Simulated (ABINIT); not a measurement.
# B (P4/mmm) in ABINIT: reference runs, part 2 of 2

ABINIT 10.8.3 (patched build). Earlier steps stand in the parts before.

## Step 3: Single point, PBE (cell strained at random at fixed volume)

run.abi reads:

```
# Pseudopotentials
pp_dirpath "./"
pseudos "B.GGA_PBE-JTH.xml"

# Structure
acell 3*1.0 Angstrom
rprim
     2.3493510000    -0.0101880000     0.0154020000
    -0.0101880000     2.3346640000     0.0422970000
     0.0104100000     0.0285890000     1.5919840000
ntypat 1
znucl 5
natom 1
typat 1
xred
     0.5026920000     0.5130090000     0.5028790000
chkprim 0
chksymtnons 0
tolsym 1.0e-6

# Plane-wave basis
ecut 15.0
pawecutdg 30.0
pawxcdev 0
pawovlp 30

# k points
kptopt 1
ngkpt 11 11 16
nshiftk 1
shiftk 0.0 0.0 0.0

# Exchange and correlation
ixc 11

# Bands and occupations
nband 6
occopt 3
tsmear 0.05 eV

# SCF cycle
nstep 100
tolvrs 1.0e-9

# Output
iomode 3
prtwf 0
prtden 0
prteig 0
prtebands 0
enunit 1
```

Potentials or basis: JTH PAW PBE v2.0.

Started as:

```sh
> abinit run.abi > log 2>&1
```

run.abo:

```text
.Version 10.8.3 of ABINIT
 Symmetries : space group P-1 (#  2); Bravais aP (primitive triclinic)
================================================================================
 Values of the parameters that define the memory need of the present run
     intxc =       0    ionmov =       0      iscf =      17    lmnmax =       8
     lnmax =       4     mgfft =      16  mpssoang =       2    mqgrid =    3001
     natom =       1  nloc_mem =       2    nspden =       1   nspinor =       1
    nsppol =       1      nsym =       2    n1xccc =       1    ntypat =       1
    occopt =       3   xclevel =       2
       mpw =         171          nfft =        3072          nkpt =         969
 PAW method is used; the additional fine FFT grid is defined by:
   mgfftf=        24    nfftf =      9216
================================================================================
================================================================================

--------------------------------------------------------------------------------
------------- Echo of variables that govern the present computation ------------
--------------------------------------------------------------------------------
 -outvars: echo values of preprocessed input variables --------
            acell      1.8897261259E+00  1.8897261259E+00  1.8897261259E+00 Bohr
              amu      1.08110000E+01
          chkprim           0
      chksymtnons           0
             ecut      1.50000000E+01 Hartree
           enunit           1
                       outvar_i_n : Printing only first  50 k-points.
              ixc          11
                       outvar_i_n : Printing only first  50 k-points.
         kptrlatt       11    0    0      0   11    0      0    0   16
          kptrlen      4.81434099E+01
            natom           1
            nband           6
            ngfft          16      16      12
          ngfftdg          24      24      16
             nkpt         969
            nstep         100
             nsym           2
           ntypat           1
                       prtocc : prtvol=0, do not print more k-points.
           occopt           3
        pawecutdg      3.00000000E+01 Hartree
          pawovlp      3.0000000000E+01
         pawxcdev           0
           prtden           0
        prtebands           0
           prteig           0
            prtwf           0
            rprim      2.3493510000E+00 -1.0188000000E-02  1.5402000000E-02
                      -1.0188000000E-02  2.3346640000E+00  4.2297000000E-02
                       1.0410000000E-02  2.8589000000E-02  1.5919840000E+00
          spgroup           2
           tolsym      1.00000000E-06
           tolvrs      1.00000000E-09
           tsmear      1.83746611E-03 Hartree
            typat      1
           useylm           1
                       outvars : Printing only first  50 k-points.
           xangst      1.1810083876E+00  1.2069590256E+00  8.3001652579E-01
            xcart      2.2317824049E+00  2.2808220036E+00  1.5685039137E+00
             xred      5.0269200000E-01  5.1300900000E-01  5.0287900000E-01
            znucl        5.00000

================================================================================

 chkinp: Checking input parameters for consistency.

================================================================================
== DATASET  1 ==================================================================

--- !DatasetInfo
iteration_state: {dtset: 1, }
dimensions: {natom: 1, nkpt: 969, mband: 6, nsppol: 1, nspinor: 1, nspden: 1, mpw: 171, }
cutoff_energies: {ecut:  15.0, pawecutdg:  30.0, }
electrons: {nelect:   3.00000000E+00, charge:   0.00000000E+00, occopt:   3.00000000E+00, tsmear:   1.83746611E-03, }
meta: {optdriver: 0, ionmov: 0, optcell: 0, iscf: 17, paral_kgb: 0, }
...

 Exchange-correlation functional for the present dataset will be:
  GGA: Perdew-Burke-Ernzerhof functional - ixc=11
  J.P.Perdew, K.Burke, M.Ernzerhof, PRL 77, 3865 (1996)

[... 55 lines left out ...]
iteration_state: {dtset: 1, }
comment   : Summary of ground state results
lattice_vectors:
- [  4.4396300,  -0.0192525,   0.0291056, ]
- [ -0.0192525,   4.4118756,   0.0799297, ]
- [  0.0196720,   0.0540254,   3.0084138, ]
lattice_lengths: [   4.43977,    4.41264,    3.00896, ]
lattice_angles: [ 87.935,  89.254,  90.492, ] # degrees, (23, 13, 12)
lattice_volume:   5.8903213E+01
convergence: {deltae:  1.758E-10, res2:  8.806E-10, residm:  5.512E-04, diffor: null, }
etotal    :  -2.82297273E+00
entropy   :   0.00000000E+00
fermie    :   2.10398073E-01
cartesian_stress_tensor: # hartree/bohr^3
- [  4.53863356E-05,  -1.83371740E-05,  -4.62192534E-05, ]
- [ -1.83371740E-05,   1.16164007E-05,  -7.74912672E-05, ]
- [ -4.62192534E-05,  -7.74912672E-05,   1.09256576E-04, ]
pressure_GPa:  -1.6305E+00
xred      :
- [  5.0269E-01,   5.1301E-01,   5.0288E-01,  B]
cartesian_forces: # hartree/bohr
- [ -0.00000000E+00,  -0.00000000E+00,  -0.00000000E+00, ]
force_length_stats: {min:   0.00000000E+00, max:   0.00000000E+00, mean:   0.00000000E+00, }
...

 Integrated electronic density in atomic spheres:
 ------------------------------------------------
 Atom  Sphere_radius  Integrated_density
    1        1.70617          1.78794343

================================================================================

 ----iterations are completed or convergence reached----

 Mean square residual over all n,k,spin=   75.595E-08; max=  55.123E-05
 reduced coordinates (array xred) for    1 atoms
       0.502692000000      0.513009000000      0.502879000000
 rms dE/dt=  0.0000E+00; max dE/dt=  0.0000E+00; dE/dt below (all hartree)
    1       0.000000000000      0.000000000000      0.000000000000

 cartesian coordinates (angstrom) at end:
    1      1.18100838759000     1.20695902561100     0.83001652579300

 cartesian forces (hartree/bohr) at end:
    1     -0.00000000000000    -0.00000000000000    -0.00000000000000
 frms,max,avg= 0.0000000E+00 0.0000000E+00   0.000E+00  0.000E+00  0.000E+00 h/b

 cartesian forces (eV/Angstrom) at end:
    1     -0.00000000000000    -0.00000000000000    -0.00000000000000
 frms,max,avg= 0.0000000E+00 0.0000000E+00   0.000E+00  0.000E+00  0.000E+00 e/A
 length scales=  1.889726125908  1.889726125908  1.889726125908 bohr
              =  1.000000000000  1.000000000000  1.000000000000 angstroms
 Fermi (or HOMO) energy (eV) =   5.72522   Average Vxc (eV)= -11.00965
 Eigenvalues (   eV  ) for nkpt= 969  k points:
 kpt#   1, nband=  6, wtk=  0.00052, kpt=  0.0000  0.0000  0.0000 (reduced coord)
  -8.27671   10.11034   10.33843   20.08849   21.27828   31.75562
 prteigrs : prtvol=0 or 1, do not print more k-points.

--- !EnergyTerms
iteration_state     : {dtset: 1, }
comment             : Components of total free energy in Hartree
kinetic             :  1.62669421413573E+00
hartree             :  1.72429257964777E-01
xc                  : -1.10213849657166E+00
Ewald energy        : -3.11246938731252E+00
psp_core            :  2.13663753599012E-01
local_psp           : -9.01743338387583E-01
PAW spherical_terms :  2.80646684279043E-01
internal            : -2.82291731229320E+00
'-kT*entropy'       : -5.48990710275727E-05
total_energy        : -2.82297221136423E+00
total_energy_eV     : -7.68169872051031E+01
...

--- !EnergyTermsDC
iteration_state     : {dtset: 1, }
comment             : '"Double-counting" decomposition of free energy'
band_energy         : -3.82123179131537E-02
Ewald energy        : -3.11246938731252E+00
psp_core            :  2.13663753599012E-01
xc_dc               :  1.00569353341104E-01
PAW spherical_terms :  1.35307686147339E-02
internal            : -2.82291782967082E+00
'-kT*entropy'       : -5.48990710275727E-05
total_energy_dc     : -2.82297272874185E+00
total_energy_dc_eV  : -7.68170012836655E+01
...

--- !EnergyTermsWithPAWCore
iteration_state     : {dtset: 1, }
comment             : 'Components of total free energy, including PAW core contributions'
Total energy        : -2.48107105747770E+01
Total energy DC     : -2.48107110921546E+01
Total energy (eV)   : -6.75133828487502E+02
Total energy DC (eV): -6.75133842566064E+02
...

 Cartesian components of stress tensor (hartree/bohr^3)
  sigma(1 1)=  4.53863356E-05  sigma(3 2)= -7.74912672E-05
  sigma(2 2)=  1.16164007E-05  sigma(3 1)= -4.62192534E-05
  sigma(3 3)=  1.09256576E-04  sigma(2 1)= -1.83371740E-05

-Cartesian components of stress tensor (GPa)         [Pressure= -1.6305E+00 GPa]
- sigma(1 1)=  1.33531210E+00  sigma(3 2)= -2.27987179E+00
- sigma(2 2)=  3.41766309E-01  sigma(3 1)= -1.35981738E+00
- sigma(3 3)=  3.21443943E+00  sigma(2 1)= -5.39498285E-01

== END DATASET(S) ==============================================================
================================================================================

 -outvars: echo values of variables after computation  --------
            acell      1.8897261259E+00  1.8897261259E+00  1.8897261259E+00 Bohr
           etotal     -2.8229727287E+00
            fcart     -0.0000000000E+00 -0.0000000000E+00 -0.0000000000E+00
            rprim      2.3493510000E+00 -1.0188000000E-02  1.5402000000E-02
                      -1.0188000000E-02  2.3346640000E+00  4.2297000000E-02
                       1.0410000000E-02  2.8589000000E-02  1.5919840000E+00
           strten      4.5386335646E-05  1.1616400717E-05  1.0925657559E-04
                      -7.7491267214E-05 -4.6219253392E-05 -1.8337174007E-05
           xangst      1.1810083876E+00  1.2069590256E+00  8.3001652579E-01
             xred      5.0269200000E-01  5.1300900000E-01  5.0287900000E-01
 Calculation completed.
```

Run time: 12 s. Hardware: 1 thread of Arm Neoverse V2, shared host; peak memory 0.1 GiB.

Results:

```
Free energy            : -76.8170 eV
Pressure               : -1.6 GPa
Band gap on the k mesh : none (metal or under the smearing width)
```

Stress tensor (GPa, compression positive):
```
-1.34  0.54  1.36
 0.54 -0.34  2.28
 1.36  2.28 -3.21
```

Caveat: the atomic spheres overlap.
